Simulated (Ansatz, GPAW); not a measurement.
## Work function of B/Ti(0001) at several levels

How far do functional and basis move the work function of B/Ti(0001)?

Method: Ansatz plane waves; slab in vacuum with a dipole correction, relaxation, in the first sound run; inputs show where later runs differ, in GPAW 26.7.0 and Ansatz 0.2.0.

**1. The structure**

The cell holds 5 atoms: 4 Ti and 1 B. Its edges and angles: a = 2.950 Å, b = 2.950 Å, c = 22.774 Å, α = 90.0°, β = 90.0°, γ = 60.0°. Vacuum lies along c.

**2. Relaxing the atoms**

Forces are removed first; all later runs use this geometry. The lowest 2 atoms are held at bulk positions and keep their forces.

input.yaml reads:

```yaml
crystal:
  lattice:
    - [2.95, 0.0, 0.0]
    - [1.475, 2.5547749412, 0.0]
    - [0.0, 0.0, 22.7741168345]
  atoms:
    - { symbol: Ti, position: [0.6666666667, 0.6666666667, 0.3073664744] }
    - { symbol: Ti, position: [0.0, 0.0, 0.4102156877] }
    - { symbol: Ti, position: [0.6666666667, 0.6666666667, 0.513064901] }
    - { symbol: Ti, position: [0.0, 0.0, 0.6159141143] }
    - { symbol: B, position: [0.3333333333, 0.3333333333, 0.6926335256] }
kpoints:
  mp_grid: { grid: [12, 12, 1] }
hamiltonian:
  xc: pbe
scf:
  occupations: { method: fermi_dirac, width: 0.1 }
efield:
  axis: 3
  dipole_correction: true
  ramp_width: 0.05
relax:
  f_tol: 0.02
  max_steps: 60
  constraints: [{ sites: [0, 1] }]
output:
  write_potential: true
  write_density: true
  volumetric_format: npy
```

Launch:

```
$ ansatz run input.yaml --threads 4 --pin off --max-ram 8192MiB --backend cpu --events-out ev --progress --plain --runs-dir out
```

Numbers of over 12 decimals in the logs are rounded to 6 here.

The program printed:

```text
Engine: ansatz 0.2.0, aarch64-unknown-linux-gnu
Pseudopotentials: kind: paw
Pseudopotential: Ti, paw, valence charge 12, recommended cutoff 420 eV (normal), Ti.paw.azcp
Pseudopotential: B, paw, valence charge 3, recommended cutoff 420 eV (normal), B.paw.azcp
Functional definition: PBE
  parameter kappa = 0.804
  parameter beta = 0.066725
  exchange = pbe_x(kappa = kappa, mu = beta*pi^2/3)
  correlation = pbe_c(beta = beta)
Crystal: 5 atoms, lattice volume = 171.639 Å³
Basis set: ecut = 420 eV, 3293 PW (Γ), exchange–correlation on 40×40×320 points (8 copies of the dense FFT grid, shifted against one another)
Bands: 31, of which v1, the nominal top of the filled ones, is band 26 counted from 1 (25 counted from 0)
Symmetry: 6 space group operations
Space group: P3m1 (ITA 156), of the structure as read, at distance tolerance 5.6e-5 Å
k-points: 19 of 144 (time reversal used)
Non-local potential: Ti, projectors of the file, l = 0: 3, l = 1: 2, l = 2: 3, l = 3: 1
Non-local potential: B, projectors of the file, l = 0: 2, l = 1: 2, l = 2: 1
PAW form: soft (Blöchl's): semilocal exchange-correlation on the pseudo side does not see the compensation charge
PAW one-centre angular grid: Ti, 590 points (default); XC on 64 Gauss nodes
PAW one-centre angular grid: B, 110 points (default); XC on 64 Gauss nodes
Initial density: superposition of atomic densities (neutral atoms: chi_scale 0, normalization atom), corrected by the library's trained network
Initial wavefunctions: pseudopotential atomic-orbital guess
Functional: x = pbe(κ = 0.804, μ = 0.219515), c = pbe(β = 0.066725)
SCF iter   1: F=—  HF=-10151.064678 eV  |F-HF|=—  |Δ(HF+E_count)|=         —  Δρ=1.44e-2  dr2=1.04e1  ethr=1.77e-3  p=-0.036 e·Å  D=-3.83e-2 V/Å  ΔV_dip=0.87 eV  dr2_dipole=6.35e0  V_vac-E_F(+/−)=5.17/4.30 eV  ⟨swp⟩=7.2  Hψ=5882  notcnv=0
efield: sawtooth ramp at fractional position 0.9750 (placed from the atoms, in the widest stretch of the axis that holds none; the zero of the levels goes with the place), width 0.0500; the density the first Hamiltonian is built on has a dipole p = -0.036 e·Å; the dipole correction subtracts the counter field D = -3.83e-2 V/Å, which shifts the + side's vacuum level by +0.87 eV against the − side's; the planar-averaged density in the ramp window peaks in size at 1.6e-4 e/Å³
automatic band count: the SCF goes on with 36 bands, as 31 were too few: the levels above may hold too much charge
preconditioner: auto → LDOS  [metal: Δε(μ)=0.020 eV  Ē_g=3.317 eV  σ=0.100 eV  W_gap=0.05  n_scr=16 (ndim 8)  ℏωp=12.4 eV  f_vac=0.456  D(μ)=6.61/eV (n_scr^D=60)  β→1.0]
SCF iter   2: F=—  HF=-10150.980370 eV  |F-HF|=—  |Δ(HF+E_count)|=   8.43e-2  Δρ=4.18e-3  dr2=3.51e-1  ethr=1.77e-3  p=-0.044 e·Å  D=-4.62e-2 V/Å  ΔV_dip=1.05 eV  dr2_dipole=2.27e-1  V_vac-E_F(+/−)=5.41/4.35 eV  ⟨swp⟩=2.0  Hψ=923  notcnv=0
SCF iter   3: F=—  HF=-10150.975683 eV  |F-HF|=—  |Δ(HF+E_count)|=   4.69e-3  Δρ=1.10e-3  dr2=9.34e-3  ethr=6.89e-4  p=-0.039 e·Å  D=-4.09e-2 V/Å  ΔV_dip=0.93 eV  dr2_dipole=2.68e-3  V_vac-E_F(+/−)=5.30/4.37 eV  ⟨swp⟩=2.1  Hψ=788  notcnv=0
SCF iter   4: F=—  HF=-10150.975436 eV  |F-HF|=—  |Δ(HF+E_count)|=   2.48e-4  Δρ=2.09e-4  dr2=1.78e-4  ethr=1.83e-5  p=-0.038 e·Å  D=-3.97e-2 V/Å  ΔV_dip=0.90 eV  dr2_dipole=6.97e-6  V_vac-E_F(+/−)=5.29/4.39 eV  ⟨swp⟩=2.0  Hψ=836  notcnv=0
SCF iter   5: F=—  HF=-10150.975451 eV  |F-HF|=—  |Δ(HF+E_count)|=   1.47e-5  Δρ=9.48e-5  dr2=3.71e-5  ethr=3.48e-7  p=-0.037 e·Å  D=-3.92e-2 V/Å  ΔV_dip=0.89 eV  dr2_dipole=2.39e-6  V_vac-E_F(+/−)=5.29/4.40 eV  ⟨swp⟩=2.0  Hψ=892  notcnv=0
SCF iter   6: F=—  HF=-10150.975456 eV  |F-HF|=—  |Δ(HF+E_count)|=   5.63e-6  Δρ=4.73e-5  dr2=1.21e-5  ethr=1.96e-8  p=-0.037 e·Å  D=-3.87e-2 V/Å  ΔV_dip=0.88 eV  dr2_dipole=4.28e-6  V_vac-E_F(+/−)=5.29/4.40 eV  ⟨swp⟩=12.2  Hψ=6046  notcnv=0
SCF iter   7: F=-10150.975457 eV  HF=-10150.975457 eV  |F-HF|=2.40e-10  |Δ(HF+E_count)|=   5.81e-7  Δρ=1.20e-5  dr2=3.96e-7  ethr=1.96e-8  p=-0.037 e·Å  D=-3.86e-2 V/Å  ΔV_dip=0.88 eV  dr2_dipole=3.08e-8  V_vac-E_F(+/−)=5.29/4.41 eV  ⟨swp⟩=11.1  Hψ=5043  notcnv=0
SCF 1 converged in 7 iterations: F = -10150.975457 eV  dr2 = 3.96e-7
  Residual-converged pass: ⟨swp⟩=1.1  Hψ=761  notcnv=0  max |occ|·‖R‖ = 7.0e-9 eV (tolerance 1.0e-8 eV)  dr2=3.96e-7  dr2_onsite=1.59e-8  max |Δocc| = 7.4e-11
  greatest PAW one-centre occupation: 0.999 electrons in one spin orbital (limit 2), on the Ti atom at site 2 (counted from 0), in its partial waves of l = 0
relax step   1: F+E_penalty+E_count = -10150.97545674 eV  Δ(F+E_penalty+E_count) = +0.000e0 eV  max|allowed force component| = 1.438e0 eV/Å  Δτ_max = 0.0000 Å  (7 SCF iters, dr2 threshold 1.00e-5 eV, accepted)
Bands: 36, of which v1, the nominal top of the filled ones, is band 26 counted from 1 (25 counted from 0)
Initial density: handed on by an earlier stage of this run
Initial wavefunctions: those handed on with the density
SCF iter   1: F=—  HF=-10151.393802 eV  |F-HF|=—  |Δ(HF+E_count)|=         —  Δρ=2.00e-2  dr2=1.11e1  ethr=3.10e-3  p=-0.037 e·Å  D=-3.86e-2 V/Å  ΔV_dip=0.88 eV  dr2_dipole=5.20e0  V_vac-E_F(+/−)=5.37/4.49 eV  ⟨swp⟩=3.9  Hψ=1717  notcnv=0
efield: sawtooth ramp at fractional position 0.9708 (placed anew in the vacuum of the place that an earlier solve handed on: the zero of the levels moves with the ramp), width 0.0500; the density the first Hamiltonian is built on has a dipole p = -0.037 e·Å; the dipole correction subtracts the counter field D = -3.86e-2 V/Å, which shifts the + side's vacuum level by +0.88 eV against the − side's; the planar-averaged density in the ramp window peaks in size at 1.1e-5 e/Å³
preconditioner: auto → LDOS  [metal: Δε(μ)=0.058 eV  Ē_g=3.393 eV  σ=0.100 eV  W_gap=0.14  n_scr=16 (ndim 8)  ℏωp=12.4 eV  f_vac=0.463  D(μ)=7.08/eV (n_scr^D=72)  β→1.0]
SCF iter   2: F=—  HF=-10151.191791 eV  |F-HF|=—  |Δ(HF+E_count)|=   2.02e-1  Δρ=5.05e-3  dr2=3.86e-1  ethr=3.10e-3  p=-0.031 e·Å  D=-3.30e-2 V/Å  ΔV_dip=0.75 eV  dr2_dipole=2.19e-1  V_vac-E_F(+/−)=5.18/4.42 eV  ⟨swp⟩=2.0  Hψ=974  notcnv=0
SCF iter   3: F=—  HF=-10151.193796 eV  |F-HF|=—  |Δ(HF+E_count)|=   2.00e-3  Δρ=3.07e-3  dr2=4.43e-2  ethr=7.57e-4  p=-0.042 e·Å  D=-4.43e-2 V/Å  ΔV_dip=1.01 eV  dr2_dipole=2.55e-3  V_vac-E_F(+/−)=5.42/4.41 eV  ⟨swp⟩=2.1  Hψ=1041  notcnv=0
SCF iter   4: F=—  HF=-10151.185992 eV  |F-HF|=—  |Δ(HF+E_count)|=   7.80e-3  Δρ=6.11e-4  dr2=3.62e-3  ethr=8.68e-5  p=-0.038 e·Å  D=-4.01e-2 V/Å  ΔV_dip=0.91 eV  dr2_dipole=1.07e-3  V_vac-E_F(+/−)=5.32/4.40 eV  ⟨swp⟩=2.0  Hψ=1041  notcnv=0
[...]
relax step   2: F+E_penalty+E_count = -10151.18583789 eV  Δ(F+E_penalty+E_count) = -2.104e-1 eV  max|allowed force component| = 1.917e-1 eV/Å  Δτ_max = 0.1906 Å  (6 SCF iters, dr2 threshold 1.00e-4 eV, accepted)
iter 1 solved again at ethr=2.48e-3 eV; its pass at ethr=3.10e-3 eV (dr2=1.27e0 eV) is discarded
SCF iter   1: F=—  HF=-10151.216402 eV  |F-HF|=—  |Δ(HF+E_count)|=         —  Δρ=7.17e-3  dr2=1.21e0  ethr=2.48e-3  p=-0.038 e·Å  D=-3.99e-2 V/Å  ΔV_dip=0.91 eV  dr2_dipole=3.29e-1  V_vac-E_F(+/−)=5.31/4.40 eV  ⟨swp⟩=1.0  Hψ=2325  notcnv=0
efield: sawtooth ramp at fractional position 0.9708 (handed on by an earlier solve), width 0.0500; the density the first Hamiltonian is built on has a dipole p = -0.038 e·Å; the dipole correction subtracts the counter field D = -3.99e-2 V/Å, which shifts the + side's vacuum level by +0.91 eV against the − side's; the planar-averaged density in the ramp window peaks in size at 6.2e-6 e/Å³
preconditioner: auto → LDOS  [metal: Δε(μ)=0.027 eV  Ē_g=3.331 eV  σ=0.100 eV  W_gap=0.07  n_scr=16 (ndim 8)  ℏωp=12.4 eV  f_vac=0.466  D(μ)=7.10/eV (n_scr^D=72)  β→1.0]
SCF iter   2: F=—  HF=-10151.192051 eV  |F-HF|=—  |Δ(HF+E_count)|=   2.44e-2  Δρ=2.42e-3  dr2=3.29e-2  ethr=2.38e-3  p=-0.038 e·Å  D=-3.96e-2 V/Å  ΔV_dip=0.90 eV  dr2_dipole=7.72e-4  V_vac-E_F(+/−)=5.30/4.40 eV  ⟨swp⟩=1.2  Hψ=688  notcnv=0
SCF iter   3: F=—  HF=-10151.190807 eV  |F-HF|=—  |Δ(HF+E_count)|=   1.24e-3  Δρ=1.03e-3  dr2=5.71e-3  ethr=6.45e-5  p=-0.037 e·Å  D=-3.94e-2 V/Å  ΔV_dip=0.90 eV  dr2_dipole=6.26e-5  V_vac-E_F(+/−)=5.30/4.40 eV  ⟨swp⟩=2.4  Hψ=1052  notcnv=0
SCF iter   4: F=—  HF=-10151.189872 eV  |F-HF|=—  |Δ(HF+E_count)|=   9.34e-4  Δρ=1.72e-4  dr2=2.37e-4  ethr=1.12e-5  p=-0.037 e·Å  D=-3.93e-2 V/Å  ΔV_dip=0.90 eV  dr2_dipole=2.59e-5  V_vac-E_F(+/−)=5.30/4.40 eV  ⟨swp⟩=2.2  Hψ=965  notcnv=0
SCF iter   5: F=—  HF=-10151.189864 eV  |F-HF|=—  |Δ(HF+E_count)|=   8.30e-6  Δρ=5.07e-5  dr2=1.03e-5  ethr=4.64e-7  p=-0.037 e·Å  D=-3.94e-2 V/Å  ΔV_dip=0.90 eV  dr2_dipole=2.80e-6  V_vac-E_F(+/−)=5.30/4.40 eV  ⟨swp⟩=1.8  Hψ=846  notcnv=0
SCF iter   6: F=-10151.189866 eV  HF=-10151.189866 eV  |F-HF|=3.15e-7  |Δ(HF+E_count)|=   1.59e-6  Δρ=1.52e-5  dr2=3.92e-7  ethr=4.50e-9  p=-0.037 e·Å  D=-3.94e-2 V/Å  ΔV_dip=0.90 eV  dr2_dipole=2.11e-8  V_vac-E_F(+/−)=5.30/4.40 eV  ⟨swp⟩=11.5  Hψ=5281  notcnv=0
SCF 3 converged in 6 iterations: F = -10151.189866 eV  dr2 = 3.92e-7
  Residual-converged pass: ⟨swp⟩=1.1  Hψ=761  notcnv=0  max |occ|·‖R‖ = 7.0e-9 eV (tolerance 1.0e-8 eV)  dr2=3.92e-7  dr2_onsite=1.22e-8  max |Δocc| = 4.5e-11
relax step   3: F+E_penalty+E_count = -10151.18986583 eV  Δ(F+E_penalty+E_count) = -4.028e-3 eV  max|allowed force component| = 1.027e-1 eV/Å  Δτ_max = 0.0766 Å  (6 SCF iters, dr2 threshold 2.30e-6 eV, accepted)
[...]
relax step   4: F+E_penalty+E_count = -10151.19102548 eV  Δ(F+E_penalty+E_count) = -1.160e-3 eV  max|allowed force component| = 7.722e-3 eV/Å  Δτ_max = 0.0231 Å  (6 SCF iters, dr2 threshold 6.59e-7 eV, accepted)
iter 1 solved again at ethr=1.41e-10 eV; its pass at ethr=3.10e-3 eV (dr2=7.21e-8 eV) is discarded
SCF iter   1: F=—  HF=-10151.191049 eV  |F-HF|=—  |Δ(HF+E_count)|=         —  Δρ=5.24e-6  dr2=7.19e-8  ethr=1.41e-10  p=-0.037 e·Å  D=-3.93e-2 V/Å  ΔV_dip=0.89 eV  dr2_dipole=2.51e-8  V_vac-E_F(+/−)=5.30/4.40 eV  ⟨swp⟩=1.0  Hψ=1824  notcnv=0
efield: sawtooth ramp at fractional position 0.9708 (handed on by an earlier solve), width 0.0500; the density the first Hamiltonian is built on has a dipole p = -0.037 e·Å; the dipole correction subtracts the counter field D = -3.93e-2 V/Å, which shifts the + side's vacuum level by +0.89 eV against the − side's; the planar-averaged density in the ramp window peaks in size at 7.0e-6 e/Å³
preconditioner: auto → LDOS  [metal: Δε(μ)=0.036 eV  Ē_g=3.330 eV  σ=0.100 eV  W_gap=0.09  n_scr=16 (ndim 8)  ℏωp=12.4 eV  f_vac=0.466  D(μ)=6.96/eV (n_scr^D=72)  β→1.0]
SCF iter   2: F=-10151.191026 eV  HF=-10151.191026 eV  |F-HF|=4.91e-9  |Δ(HF+E_count)|=   2.32e-5  Δρ=1.80e-6  dr2=1.19e-8  ethr=1.41e-10  p=-0.037 e·Å  D=-3.93e-2 V/Å  ΔV_dip=0.89 eV  dr2_dipole=2.29e-9  V_vac-E_F(+/−)=5.30/4.40 eV  ⟨swp⟩=9.6  Hψ=4057  notcnv=0
SCF 5 converged in 2 iterations: F = -10151.191026 eV  dr2 = 1.19e-8
relax step   5: F+E_penalty+E_count = -10151.19102553 eV  Δ(F+E_penalty+E_count) = -4.872e-8 eV  max|allowed force component| = 7.935e-3 eV/Å  Δτ_max = 0.0000 Å  (2 SCF iters, accepted)
NSCF: frozen V_eff on 19 k-points
the band table was solved once a step of the walk had ended and its energy, with any forces and stress, was formed, with the checks that follow a solve (3212 applications of the Hamiltonian). They found nothing against the state; the energy, forces and stress were not computed again (output.eigenvalues in the input reference)
WARN: The output density's exchange-correlation potential varies sharply where the density is thin. Do not read a vacuum level from v_tot or v_xc, or from such a field of the output density. On a cell that repeats whose density bears no net charge and no dipole along the vacuum's axis use v_es (v_loc + v_h of the components); under efield.dipole_correction with no amplitude use v_es + v_field, which holds any externa [...]
SCF converged after 2 iterations
Free energy (F): -10151.191026 eV
Harris-Foulkes:  -10151.191026 eV  (|F-HF|=4.91e-9)
Internal energy: -10150.957563 eV  (E = F + TS)
E sigma→0 (E₀):  -10151.074294 eV
Entropy (-TS):   -0.233463 eV (-46.693 meV/atom)
Fermi energy:    3.197954 eV
Dipole field:    D = -0.039346 V/Å  (p = -0.037321 e·Å, saw-weighted, corrected)
Work function:   Φ+ = 5.2977 eV   Φ− = 4.4015 eV
Levels:          The Fermi level and band energies are counted from a zero that moves with the ramp; work functions are not
--- Per-component energies (eV) ---
  E_band       = -1117.314089
  E_kinetic    = 1124.961218
  E_local      = -41420.110445  (includes V_loc(G=0)·N_el)
  E_nonlocal   = 46.883282
  E_hartree    = 20168.346338
  E_xc         = -416.778194
  E_vxc        = -518.918488  (∫ρ·V_xc dr)
  E_paw        = -4268.639815  (= ΣΔE_a)
  E_vpaw       = -685.875688  (= ΣTr[D̂ρ^β])
  E_aug_tail   = 0.000480  (compensation charges beyond the density's cutoff)
  E_efield     = 0.000734  (sawtooth field / dipole correction)
  E_vefield    = -0.942083  (∫n·V_field dr)
  E_ewald      = 14614.378839
  E_smearing   = -0.233463  (= −TS)
  E_closure    = 0.000000  (closes the sum)
  Σ components = -10151.191026   (vs F -10151.191026, Δ=0.00e0)
--- Forces (eV/Å), atoms counted from 1 ---
  atom   1  Ti     0.00000000     0.00000000     0.52365947
  atom   2  Ti     0.00000000    -0.00000000    -0.52880756
  atom   3  Ti    -0.00000000     0.00000000    -0.00122460
  atom   4  Ti     0.00000000     0.00000000     0.00793507
  atom   5  B      0.00000000     0.00000000    -0.00152769
  max |Σ_I F_I| component: 3.47e-5 eV/Å
--- Band table (eV; the first three rows and the last of 19) ---
  k-point 0: bands = [... 22 lower, 3.2223, 3.6702, 3.7654, 3.7654, 3.8784, 3.9701, 3.9701, 3.9998, ... 6 higher]
  k-point 1: bands = [... 22 lower, 3.1572, 3.4212, 3.5815, 3.7445, 3.8568, 3.9170, 4.0774, 4.0816, ... 6 higher]
  k-point 2: bands = [... 22 lower, 2.8960, 3.0196, 3.3406, 3.4317, 3.7281, 4.0608, 4.0701, 4.2163, ... 6 higher]
  k-point 18: bands = [... 22 lower, 2.0853, 2.1312, 2.5523, 3.0698, 3.2944, 3.3081, 3.3508, 3.5165, ... 6 higher]
--- Relaxed structure (5 steps of the walk, 5 accepted, 0 SCFs on fresh bases) ---
  F+E_penalty+E_count = -10151.19102553 eV   max|allowed force component| = 7.935e-3 eV/Å
  atoms:
    - { symbol: Ti, position: [0.666667, 0.666667, 0.3073664744] }
    - { symbol: Ti, position: [-1.850371707762447e-17, -1.850371707762447e-17, 0.410216] }
    - { symbol: Ti, position: [0.666667, 0.666667, 0.512287] }
    - { symbol: Ti, position: [-1.8953590216413117e-17, -1.7603970800047155e-17, 0.618641] }
    - { symbol: B, position: [0.333333, 0.333333, 0.683826] }
```

Run time: 15 s. Hardware: 4 threads of Arm Neoverse V1, shared host; peak memory 0.48 GiB.

Relaxation path:

```tsv
step	energy less that of the first step (eV)	largest force component (eV/Å)
1	0.0000	1.4382
2	-0.2104	0.1917
3	-0.2144	0.1027
4	-0.2156	0.0077
5	-0.2156	0.0079
```

The run keeps the 6 symmetry operations that it works with, so distortions that break them were not tested.

The atoms that moved most (Å):

```tsv
atom	dx	dy	dz	length
B5	0.000	0.000	-0.201	0.201
Ti4	0.000	0.000	0.062	0.062
Ti3	0.000	0.000	-0.018	0.018
```

Final coordinates:

```
Ti B
1.0
     2.95000    0.00000    0.00000
     1.47500    2.55477    0.00000
     0.00000    0.00000   22.77412
Ti B
4 1
Direct
  0.66667 0.66667 0.30737
  0.00000 0.00000 0.41022
  0.66667 0.66667 0.51229
  0.00000 0.00000 0.61864
  0.33333 0.33333 0.68383
```

This step gave:

| Property | Result |
| --- | --- |
| free energy | -10151.1910 eV |
| smearing term TS | 0.2335 eV |
| symmetry operations | 6 |
| upper work function | 5.298 eV |
| lower work function | 4.402 eV |
| dipole along the normal | -0.03732 e·Å |
| dipole field | -0.03935 V/Å |
| vacuum level above | 8.496 eV |
| vacuum level below | 7.599 eV |

The electrostatic potential energy of an electron (with the applied field's), less the Fermi level, planar mean oscillates, so the rows of the table below give means over windows of 2.28 Å about each position, cut where the curve ends. Its maxima inside the range that stand out by 2 % of the span (Å: eV): 8.1: -0.217, 10.5: -0.451, 12.8: 0.0738, 14.9: -4.41, 21.2: 5.30. Its minima: 7.0: -12.8, 9.4: -12.5, 11.7: -12.5, 14.1: -12.3, 15.5: -7.79.

Electrostatic potential energy of an electron (with the applied field's), less the Fermi level, planar mean against z; means over each step:

```tsv
z (Å)	electrostatic potential energy of an electron (with the applied field's), less the Fermi level, planar mean (eV)
1.14	4.44
3.42	4.35
5.70	-0.925
7.98	-6.44
10.26	-6.62
12.54	-6.01
14.82	-8.09
17.10	3.89
19.38	5.29
21.66	5.25
```

The valence density, planar mean oscillates, so the rows of the table below give means over windows of 2.42 Å about each position, cut where the curve ends. Its maxima inside the range that stand out by 2 % of the span (Å: e/Å³): 7.0: 1.49, 9.4: 1.48, 11.7: 1.50, 14.1: 1.51. Its minima: 8.1: 0.192, 10.5: 0.192, 13.0: 0.174.

Table of valence density, planar mean by z; means over each step:

z (Å), valence density, planar mean (e/Å³) and a bar:
```
     1.21       0.00 
     3.63       0.00 
     6.05       0.47 ####################
     8.47       0.70 ##############################
    10.89       0.69 ##############################
    13.31       0.66 #############################
    15.73       0.26 ###########
    18.15       0.00 
    20.57       0.00
```

The relaxation lowered the energy of the cell by 0.216 eV.

[end of part 1 of 3]

[Logs are printed without paths, hosts, clocks, repeated set-up lines and the standing remarks that a program may print on its own settings, such as how far it seeks lower states.]

[Hosts, paths, dates, database ids (printed as entryN), source tags and the programs' standing remarks are cut or masked in the printed files.]
